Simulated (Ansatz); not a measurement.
The system is ZrC.

```
CELL_PARAMETERS angstrom
0.00000 2.36500 2.36500
2.36500 0.00000 2.36500
2.36500 2.36500 0.00000
ATOMIC_POSITIONS crystal
Zr 0.50000 0.50000 0.50000
C 0.00000 0.00000 0.00000
```

Base run:

```yaml
Program: Ansatz 0.2.0
Functional: m-r2SCAN
Potentials_or_basis: Ansatz PAW
Cutoff: 500 eV
Density_cutoff: 2000 eV
k_mesh: 10 × 10 × 10
Occupations: fermi-dirac, width 0.05 eV
Spin: no spin polarisation
```

Its results: band gap on the k mesh none (metal or under the smearing width); pressure -2.6 GPa.

Question: The run is repeated on the same cell with these changes: functional from m-r2SCAN to LDA; cutoff from 500 eV to 420 eV; density cutoff from 2000 eV to 1680 eV; occupations from fermi-dirac, width 0.05 eV to cold, width 0.15 eV. What comes out?

Answer: Band gap on the k mesh none (metal or under the smearing width); pressure -12.5 GPa.

Caveats: the PAW data sets come from PBE, with cores solved anew for the run's functional, which leaves a small shift of forces and pressure.

Not every run made on this cell is shown here.
